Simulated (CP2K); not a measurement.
Crystal: TaN.

```
Ta N
1.0
     3.12728    0.00000    0.00000
     1.56364    2.70831    0.00000
     1.56364    0.90277    2.55342
Ta N
1 1
Direct
  0.50000 0.50000 0.50000
  0.00000 0.00000 0.00000
```

The cell comes from a database or a generator and needn't be the stable form of this composition.

Base run:

| Item | Value |
| --- | --- |
| Program | CP2K 2026.2 |
| Functional | AM05 |
| Potentials or basis | POTENTIAL_UZH Ta GTH-PBE-q13, N GTH-PBE-q5; TZVP-MOLOPT-PBE-GTH basis |
| Density cutoff | 9184 eV |
| k mesh | 10 × 10 × 10 |
| Occupations | fermi-dirac, width 0.05 eV |
| Spin | no spin polarisation |

Its results: band gap on the k mesh none (metal or under the smearing width); pressure -14.5 GPa.

**Question.** The run is repeated on the same cell with these changes: functional from AM05 to BEEF-vdW. What comes out?

**Answer.** Band gap on the k mesh none (metal or under the smearing width); pressure -5.4 GPa.

Caveats: the potentials were made for another functional, which shifts forces and pressure; the basis of atomic orbitals isn't converged, which shifts pressures, moduli and gaps.
